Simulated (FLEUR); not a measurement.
**KCl (Sylvite): band structure with PBEsol**

**The experiment to reproduce.**

A printed reference work, monograph reports, for a bulk crystal of KCl: band gap 8.68 eV.

Crystal: KCl (Sylvite).

```
CELL_PARAMETERS angstrom
0.00000 3.14647 3.14647
3.14647 0.00000 3.14647
3.14647 3.14647 0.00000
ATOMIC_POSITIONS crystal
K 0.00000 0.00000 0.00000
Cl 0.50000 0.50000 0.50000
```

```json
{
 "Program": "FLEUR MaX-R8.1 (later development tree)",
 "Task": "band structure",
 "Functional": "PBEsol",
 "Potentials or basis": "all-electron",
 "Basis": "FLAPW",
 "Kmax": "4.1 1/bohr",
 "k mesh": "7 × 7 × 7",
 "Occupations": "fermi-dirac, width 0.05 eV",
 "Spin": "no spin polarisation",
 "Gmax": "12.7 1/bohr",
 "Muffin-tin radii": "K 2.66, Cl 2.66 bohr",
 "lmax": "K 11, Cl 11",
 "Local orbitals a species": "K 5, Cl 4",
 "Max iterations": "60",
 "Mixing factor": "0.05",
 "Mixer": "Anderson",
 "Mixer history": "15",
 "Density convergence": "1e-05 me/bohr^3"
}
```

```yaml
Band_gap_on_the_k_mesh: 5.03 eV, direct
Band_gap_along_the_path: 5.03 eV, direct
Valence_electrons_inside_the_program's_atomic_spheres: K 7.84; Cl 6.66 (radii K 2.66, Cl 2.66 bohr)
```

Levels at the corners of the path, in eV from the valence-band top:
```tsv
point	band 4	band 5	band 6	band 7	band 8	band 9	band 10	band 11	band 12	band 13
Γ	-10.57	-10.57	0.00	0.00	0.00	5.03	8.28	8.28	8.28	9.14
X	-10.63	-10.63	-0.67	-0.23	-0.23	6.39	8.22	9.90	10.13	10.52
W	-10.67	-10.48	-0.50	-0.49	-0.49	7.90	7.90	9.33	9.77	11.63
K	-10.61	-10.52	-0.58	-0.56	-0.30	7.14	8.93	9.19	9.99	10.81
Γ	-10.57	-10.57	0.00	0.00	0.00	5.03	8.28	8.28	8.28	9.14
L	-10.58	-10.33	-1.08	-0.33	-0.33	7.42	8.49	10.45	10.45	11.21
U	-10.61	-10.52	-0.58	-0.56	-0.30	7.14	8.93	9.19	9.99	10.81
W	-10.67	-10.48	-0.50	-0.49	-0.49	7.90	7.90	9.33	9.77	11.63
L	-10.58	-10.33	-1.08	-0.33	-0.33	7.42	8.49	10.45	10.45	11.21
K	-10.61	-10.52	-0.58	-0.56	-0.30	7.14	8.93	9.19	9.99	10.81
U	-10.61	-10.52	-0.58	-0.56	-0.30	7.14	8.93	9.19	9.99	10.81
X	-10.63	-10.63	-0.67	-0.23	-0.23	6.39	8.22	9.90	10.13	10.52
```

Core levels (eV from the Fermi level):
| atom | levels |
| --- | --- |
| 1 K | 1s1/2 -3508.5, 2s1/2 -344.5, 2p1/2 -273.5, 2p3/2 -270.6 |
| 2 Cl | 1s1/2 -2736.9, 2s1/2 -242.7, 2p1/2 -183.0, 2p3/2 -181.3 |

Wall time 41 s on 1 thread of Arm Neoverse V2 (shared host), peak memory 0.07 GiB.

A measured gap of KCl is 8.68 eV (a printed reference work, monograph); the calculated 5.03 eV misses it by -3.65 eV. The value is that of PBEsol, without temperature or zero-point motion. Semilocal functionals fall short of measured gaps as a rule.
